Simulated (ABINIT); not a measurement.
## Converging GW for SiC (F-43m) in ABINIT

Aim: raise bands and screening cutoff together for SiC (F-43m) and follow gap and time.

Calculated with ABINIT 10.8.3; PBE and many-body steps on it, plane waves.

## Step 1: Set-up

The structure is cubic, space group F-43m (No. 216). Conventional cell: a = 4.358 Å, b = 4.358 Å, c = 4.358 Å, α = 90.00°, β = 90.00°, γ = 90.00°. Nearest to Si lie 4 C at 1.89 Å. Nearest to C lie 4 Si at 1.89 Å. Farther neighbours are not listed.

The cell and positions come from the Crystallography Open Database and are kept as given unless a step says otherwise.

## Step 2: Empty states on the mesh, 6×6×6 mesh, 537 bands

This step: ABINIT 10.8.3; DFT, PBE, plane waves, norm-conserving pseudopotentials.

The sums over transitions need many empty states on a uniform mesh; this step solves for them.

run.abi reads:

```
acell 3*1.0 Angstrom
rprim 
  -0.000000000000 2.179000000000 2.179000000000
  2.179000000000 -0.000000000000 2.179000000000
  2.179000000000 2.179000000000 -0.000000000000
ntypat 2
znucl 14 6
natom 2
typat 1 2
xred 
  0.000000000000 0.000000000000 0.000000000000
  0.250000000000 0.250000000000 0.250000000000
pp_dirpath "pseudos"
pseudos "Si.upf, C.upf"
ecut 37
ngkpt 6 6 6
nshiftk 1
shiftk 0 0 0
kptopt 1
chksymbreak 0
irdden 1
istwfk *1
nband 537
prtvol 0
optdriver 6
gwr_task "HDIAGO"
paral_kgb 0
occopt 1
indata_prefix "in"
outdata_prefix "out"
tmpdata_prefix "tmp"
```

Run with:

```
> OMP_NUM_THREADS=1 mpirun -n 4 abinit run.abi > log
```

Log:

```text
.Version 10.8.3 of ABINIT. v10.8.2 released Aug 2026.

 Symmetries : space group F-4 3 m (#216); Bravais cF (face-center cubic)
[... echo of the input left out ...]
== DATASET  1 ==================================================================
-   mpi_nproc: 4, omp_nthreads: 1 (-1 if OMP is not activated)

--- !DatasetInfo
iteration_state: {dtset: 1, }
dimensions: {natom: 2, nkpt: 16, mband: 537, nsppol: 1, nspinor: 1, nspden: 1, mpw: 1524, }
cutoff_energies: {ecut:  37.0, pawecutdg:  -1.0, }
[...]
Indirect band gap semiconductor
 Fundamental gap:     1.361 (eV)
   VBM:     6.835 (eV) at k: [ 0.0000E+00,  0.0000E+00,  0.0000E+00]
   CBM:     8.196 (eV) at k: [ 5.0000E-01,  5.0000E-01,  0.0000E+00]
 Direct gap:         4.553 (eV) at k: [ 5.0000E-01,  5.0000E-01,  0.0000E+00]

== END DATASET(S) ==============================================================
================================================================================

 -outvars: echo values of variables after computation  --------
           etotal      0.0000000000E+00
            nband         537
             nkpt          16
          spgroup         216
 [... the other variables as echoed above ...]

 Calculation completed.
```

Elapsed: 17 s, on 4 MPI ranks of Arm Neoverse V1, shared host; peak memory 0.77 GiB; 69 s of CPU time.

This step gave:

```yaml
gap: 1.361 eV
k_of_the_valence_top: 0, 0, 0
k_of_the_conduction_bottom: 0.5, 0.5, 0
least_direct_gap: 4.553 eV
k_points_computed: 16
lowest_point_of_the_top_converged_band_above_the_valence_top: 453.3667 eV
```

On this mesh the gap is 1.361 eV.

The density comes from a self-consistent run that is not shown.

## Step 3: Screening, 6×6×6 mesh, 108 bands, screening to 203.5 eV

The RPA dielectric matrix is built and inverted for each q.

This step: RPA screening on PBE, plane waves, norm-conserving pseudopotentials.

run.abi, as its differences from that of step 2:

```diff
@@ -20,10 +20,11 @@
 chksymbreak 0
-irdden 1
 istwfk *1
-nband 537
-prtvol 0
-optdriver 6
-gwr_task "HDIAGO"
-paral_kgb 0
 occopt 1
+irdwfk 1
+optdriver 3
+nband 108
+ecuteps 7.48
+inclvkb 2
+awtr 1
+symchi 1
 indata_prefix "in"
```

Log:

```text
.Version 10.8.3 of ABINIT. v10.8.2 released Aug 2026.

 Symmetries : space group F-4 3 m (#216); Bravais cF (face-center cubic)
[... echo of the input left out ...]
== DATASET  1 ==================================================================
-   mpi_nproc: 4, omp_nthreads: 1 (-1 if OMP is not activated)

--- !DatasetInfo
iteration_state: {dtset: 1, }
dimensions: {natom: 2, nkpt: 16, mband: 108, nsppol: 1, nspinor: 1, nspden: 1, mpw: 1524, }
cutoff_energies: {ecut:  37.0, pawecutdg:  -1.0, }
electrons: {nelect:   8.00000000E+00, charge:   0.00000000E+00, occopt:   1.00000000E+00, tsmear:   1.00000000E-02, }

 SCREENING: Calculation of the susceptibility and dielectric matrices

 Based on a program developped by R.W. Godby, V. Olevano, G. Onida, and L. Reining.
 Incorporated in ABINIT by V. Olevano, G.-M. Rignanese, and M. Torrent.
.Using double precision arithmetic ; gwpc =  8

[... cell and pseudopotentials left out ...]
--------------------------------------------------------------------------------

 ==== K-mesh for the wavefunctions ====
 Number of points in the irreducible wedge :    16
[... list of points left out ...]
 Together with 24 symmetry operations and time-reversal symmetry
 yields   216 points in the full Brillouin Zone.

 ==== Q-mesh for the screening function ====
 Number of points in the irreducible wedge :    16
[... list of points left out ...]
 Together with 24 symmetry operations and time-reversal symmetry
 yields   216 points in the full Brillouin Zone.

 setmesh: FFT mesh size selected  =    24x   24x   24
          total number of points  =        13824

 vcoul_init : cutoff-mode = AUXILIARY_FUNCTION
 q-points for optical limit:   1
     1)      0.000010    0.000020    0.000030

- screening: taking advantage of time-reversal symmetry
- Maximum band index for partially occupied states nbvw = 4
- Remaining bands to be divided among processors   nbcw = 104
- Number of bands treated by each node ~26

 Number of electrons calculated from density =    8.0000; Expected =    8.0000
 average of density, n =  0.057292
 r_s =    1.6092
 omega_plasma =   23.0888 [eV]

 calculating chi0 at frequencies [eV] :
  1    0.000000E+00    0.000000E+00
  2    0.000000E+00    2.308880E+01

--------------------------------------------------------------------------------
  q-point number  1        q = ( 0.000000, 0.000000, 0.000000) [r.l.u.]
--------------------------------------------------------------------------------
[... chi0 elements left out ...]
 For q-point:  0.000010 0.000020 0.000030
  dielectric constant =   7.0843
  dielectric constant without local fields =   7.7435

  Average fulfillment of the sum rule on Im[epsilon] for q-point    1 :     92.60  [%]
[... wings left out ...]
  q-point number  2        q = ( 0.166667, 0.000000, 0.000000) [r.l.u.]
--------------------------------------------------------------------------------
[... chi0 elements left out ...]
  Average fulfillment of the sum rule on Im[epsilon] for q-point    2 :     96.36  [%]

 [... 14 further q-points ...]
```

Run time: 42 s. Hardware: 4 MPI ranks; peak memory 0.78 GiB.

This step gave:

```yaml
eps_infinity_with_local_fields_on_this_mesh_along_the_program_s_q_direction: 7.084
the_same_without_local_fields: 7.744
plasma_frequency: 23.09 eV
plane_waves_in_the_screening_matrix: 137
```

Local fields lower ε∞ by 9 %.

## Step 4: 108 bands, 203.5 eV

The self-energy is evaluated for the states that the input lists, and the levels follow from it, in one-shot runs by the linearised quasiparticle equation.

This step: G0W0 on PBE, plane waves, norm-conserving pseudopotentials.

run.abi, as its differences from that of step 3:

```diff
@@ -23,8 +23,19 @@
 irdwfk 1
-optdriver 3
+optdriver 4
 nband 108
+gwcalctyp 0
+ecutsigx 37
+symsigma 1
+nkptgw 3
+kptgw 
+  0.0000000000 0.0000000000 0.0000000000
+  0.5000000000 0.5000000000 0.0000000000
+  0.5000000000 0.0000000000 0.0000000000
+bdgw 
+  2 8
+  3 6
+  3 7
 ecuteps 7.48
-inclvkb 2
-awtr 1
-symchi 1
+irdscr 1
+ppmodel 1
 indata_prefix "in"
```

Log:

```text
.Version 10.8.3 of ABINIT. v10.8.2 released Aug 2026.

 Symmetries : space group F-4 3 m (#216); Bravais cF (face-center cubic)
[... echo of the input left out ...]
== DATASET  1 ==================================================================
-   mpi_nproc: 4, omp_nthreads: 1 (-1 if OMP is not activated)

--- !DatasetInfo
iteration_state: {dtset: 1, }
dimensions: {natom: 2, nkpt: 16, mband: 108, nsppol: 1, nspinor: 1, nspden: 1, mpw: 1524, }
cutoff_energies: {ecut:  37.0, pawecutdg:  -1.0, }
electrons: {nelect:   8.00000000E+00, charge:   0.00000000E+00, occopt:   1.00000000E+00, tsmear:   1.00000000E-02, }

 SIGMA: Calculation of the GW corrections

 Based on a program developped by R.W. Godby, V. Olevano, G. Onida, and L. Reining.
 Incorporated in ABINIT by V. Olevano, G.-M. Rignanese, and M. Torrent.
.Using double precision arithmetic ; gwpc =  8

[... cell and pseudopotentials left out ...]
--------------------------------------------------------------------------------

 ==== K-mesh for the wavefunctions ====
 Number of points in the irreducible wedge :    16
[... list of points left out ...]
 Together with 24 symmetry operations and time-reversal symmetry
 yields   216 points in the full Brillouin Zone.

 ==== Q-mesh for screening function ====
 Number of points in the irreducible wedge :    16
[... list of points left out ...]
 Together with 24 symmetry operations and time-reversal symmetry
 yields   216 points in the full Brillouin Zone.

 vcoul_init : cutoff-mode = AUXILIARY_FUNCTION
 q-points for optical limit:   1
     1)      0.000010    0.000020    0.000030
 setmesh: FFT mesh size selected  =    32x   32x   32
          total number of points  =        32768

 Number of electrons calculated from density =    8.0000; Expected =    8.0000
 average of density, n =  0.057292
 r_s =    1.6092
 omega_plasma =   23.0888 [eV]

 === KS Band Gaps ===
  >>>> For spin  1
   Minimum direct gap =   4.5530 [eV], located at k-point      :   0.5000  0.5000  0.0000
   Fundamental gap    =   1.3613 [eV], Top of valence bands at :   0.0000  0.0000  0.0000
                                       Bottom of conduction at :   0.5000  0.5000  0.0000
 SIGMA fundamental parameters:
 PLASMON POLE MODEL  1
 number of plane-waves for SigmaX                 1459
 number of plane-waves for SigmaC and W            137
 number of plane-waves for wavefunctions          1459
 number of bands                                   108
 number of independent spin polarizations            1
 number of spinorial components                      1
 number of k-points in IBZ                          16
 number of q-points in IBZ                          16
 number of symmetry operations                      24
 number of k-points in BZ                          216
 number of q-points in BZ                          216
 number of frequencies for dSigma/dE                 9
 frequency step for dSigma/dE [eV]                0.25
 number of omega for Sigma on real axis              0
 max omega for Sigma on real axis  [eV]           0.00
 zcut for avoiding poles [eV]                     0.10

 EPSILON^-1 parameters (SCR file):
 dimension of the eps^-1 matrix on file            137
 dimension of the eps^-1 matrix used               137
 number of plane-waves for wavefunctions          1459
 number of bands                                   108
 number of q-points in IBZ                          16
 number of frequencies                               2
 number of real frequencies                          1
 number of imag frequencies                          1

 matrix elements of self-energy operator (all in [eV])

 Perturbative Calculation

--- !SelfEnergy_ee
iteration_state: {dtset: 1, }
kpoint     : [   0.000,    0.000,    0.000, ]
spin       : 1
KS_gap     :    6.223
QP_gap     :    7.136
Delta_QP_KS:    0.913
data: !SigmaeeData |
     Band     E0 <VxcDFT>   SigX SigC(E0)      Z dSigC/dE  Sig(E)    E-E0       E
        2   6.835 -14.930 -17.579   1.915   0.793  -0.262 -15.512  -0.582   6.253
        3   6.835 -14.930 -17.579   1.915   0.793  -0.262 -15.512  -0.582   6.253
        4   6.835 -14.930 -17.579   1.915   0.793  -0.262 -15.512  -0.582   6.253
        5  13.058 -13.213  -7.543  -5.251   0.790  -0.265 -12.882   0.331  13.389
        6  14.146 -11.327  -5.827  -5.125   0.805  -0.242 -11.025   0.302  14.448
        7  14.146 -11.327  -5.827  -5.125   0.805  -0.242 -11.025   0.302  14.448
[...]
--- !SelfEnergy_ee
iteration_state: {dtset: 1, }
kpoint     : [   0.500,    0.500,    0.000, ]
spin       : 1
KS_gap     :    4.553
QP_gap     :    5.585
Delta_QP_KS:    1.032
data: !SigmaeeData |
     Band     E0 <VxcDFT>   SigX SigC(E0)      Z dSigC/dE  Sig(E)    E-E0       E
[...]
--- !SelfEnergy_ee
iteration_state: {dtset: 1, }
kpoint     : [   0.500,    0.000,    0.000, ]
spin       : 1
KS_gap     :    6.485
QP_gap     :    7.514
Delta_QP_KS:    1.028
data: !SigmaeeData |
     Band     E0 <VxcDFT>   SigX SigC(E0)      Z dSigC/dE  Sig(E)    E-E0       E
[...]
5  12.265 -12.167  -6.917  -4.848   0.805  -0.242 -11.843   0.324  12.589
        6  14.070 -10.984  -5.433  -5.093   0.810  -0.234 -10.613   0.371  14.441
        7  14.070 -10.984  -5.433  -5.093   0.810  -0.234 -10.613   0.371  14.441

== END DATASET(S) ==============================================================
================================================================================

 -outvars: echo values of variables after computation  --------
           etotal      0.0000000000E+00
            nband         108
             nkpt          16
          spgroup         216
 [... the other variables as echoed above ...]

 Calculation completed.
```

Elapsed: 13 s, on 4 MPI ranks; peak memory 0.79 GiB.

This step gave:

| Quantity | Value |
| --- | --- |
| G0W0 gap on the points computed | 2.084 eV |
| starting gap on the mesh | 1.361 eV |
| k of the valence top | 0, 0, 0 |
| k of the conduction bottom | 0.5, 0.5, 0 |
| Z at the valence top | 0.793 |
| Z at the conduction bottom | 0.82 |
| least direct G0W0 gap on the computed points | 5.585 eV |

The gap on the mesh goes from 1.36 eV to 2.08 eV, a correction of +0.72 eV.

## Step 5: Screening, 6×6×6 mesh, 162 bands, screening to 269.4 eV

This step: RPA screening on PBE, plane waves, norm-conserving pseudopotentials.

run.abi, as its differences from that of step 4:

```diff
@@ -23,19 +23,8 @@
 irdwfk 1
-optdriver 4
-nband 108
-gwcalctyp 0
-ecutsigx 37
-symsigma 1
-nkptgw 3
-kptgw 
-  0.0000000000 0.0000000000 0.0000000000
-  0.5000000000 0.5000000000 0.0000000000
-  0.5000000000 0.0000000000 0.0000000000
-bdgw 
-  2 8
-  3 6
-  3 7
-ecuteps 7.48
-irdscr 1
-ppmodel 1
+optdriver 3
+nband 162
+ecuteps 9.9
+inclvkb 2
+awtr 1
+symchi 1
 indata_prefix "in"
```

Log:

```text
.Version 10.8.3 of ABINIT. v10.8.2 released Aug 2026.

 Symmetries : space group F-4 3 m (#216); Bravais cF (face-center cubic)
[... echo of the input left out ...]
== DATASET  1 ==================================================================
-   mpi_nproc: 4, omp_nthreads: 1 (-1 if OMP is not activated)

--- !DatasetInfo
iteration_state: {dtset: 1, }
dimensions: {natom: 2, nkpt: 16, mband: 162, nsppol: 1, nspinor: 1, nspden: 1, mpw: 1524, }
cutoff_energies: {ecut:  37.0, pawecutdg:  -1.0, }
electrons: {nelect:   8.00000000E+00, charge:   0.00000000E+00, occopt:   1.00000000E+00, tsmear:   1.00000000E-02, }

 SCREENING: Calculation of the susceptibility and dielectric matrices

 Based on a program developped by R.W. Godby, V. Olevano, G. Onida, and L. Reining.
 Incorporated in ABINIT by V. Olevano, G.-M. Rignanese, and M. Torrent.
.Using double precision arithmetic ; gwpc =  8

[... cell and pseudopotentials left out ...]
--------------------------------------------------------------------------------

 ==== K-mesh for the wavefunctions ====
 Number of points in the irreducible wedge :    16
[... list of points left out ...]
 Together with 24 symmetry operations and time-reversal symmetry
 yields   216 points in the full Brillouin Zone.

 ==== Q-mesh for the screening function ====
 Number of points in the irreducible wedge :    16
[... list of points left out ...]
 Together with 24 symmetry operations and time-reversal symmetry
 yields   216 points in the full Brillouin Zone.

 setmesh: FFT mesh size selected  =    24x   24x   24
          total number of points  =        13824

 vcoul_init : cutoff-mode = AUXILIARY_FUNCTION
 q-points for optical limit:   1
     1)      0.000010    0.000020    0.000030

- screening: taking advantage of time-reversal symmetry
- Maximum band index for partially occupied states nbvw = 4
- Remaining bands to be divided among processors   nbcw = 158
- Number of bands treated by each node ~39

 Number of electrons calculated from density =    8.0000; Expected =    8.0000
 average of density, n =  0.057292
 r_s =    1.6092
 omega_plasma =   23.0888 [eV]

 calculating chi0 at frequencies [eV] :
  1    0.000000E+00    0.000000E+00
  2    0.000000E+00    2.308880E+01

--------------------------------------------------------------------------------
  q-point number  1        q = ( 0.000000, 0.000000, 0.000000) [r.l.u.]
--------------------------------------------------------------------------------
[... chi0 elements left out ...]
 For q-point:  0.000010 0.000020 0.000030
  dielectric constant =   7.0834
  dielectric constant without local fields =   7.7436

  Average fulfillment of the sum rule on Im[epsilon] for q-point    1 :     95.45  [%]
[... wings left out ...]
  q-point number  2        q = ( 0.166667, 0.000000, 0.000000) [r.l.u.]
--------------------------------------------------------------------------------
[... chi0 elements left out ...]
  Average fulfillment of the sum rule on Im[epsilon] for q-point    2 :     97.43  [%]

 [... 14 further q-points ...]
```

Elapsed: 72 s, on 4 MPI ranks; peak memory 1 GiB; 4.8 min of CPU time.

This step gave:

```
ε∞ with local fields, on this mesh, along the program's q direction : 7.083
the same without local fields                                       : 7.744
plasma frequency                                                    : 23.09 eV
plane waves in the screening matrix                                 : 181
```

(Part 1 of 2 ends here.)

[Paths, hosts, dates, memory and timing lines, banners, echoed tables and standing remarks are left out of the program output.]

[Logs are printed without paths, hosts, clocks, repeated set-up lines and the standing remarks that a program may print on its own settings, such as how far it seeks lower states.]

[Runs of the session that timed out or met a known fault of the program may be left out.]

[Hosts, paths, dates, database ids (printed as entryN), source tags and the programs' standing remarks are cut or masked in the printed files.]

[G0W0 gaps are taken among the corrected bands and points alone; a level outside them can change the order at an edge.]

[Where Ansatz stands beside ABINIT at settings called matched, ABINIT's density can come from a denser mesh and the files from another edition; pairs whose starting gaps differed by over 0.03 eV were left out, so agreement reads better than it is.]
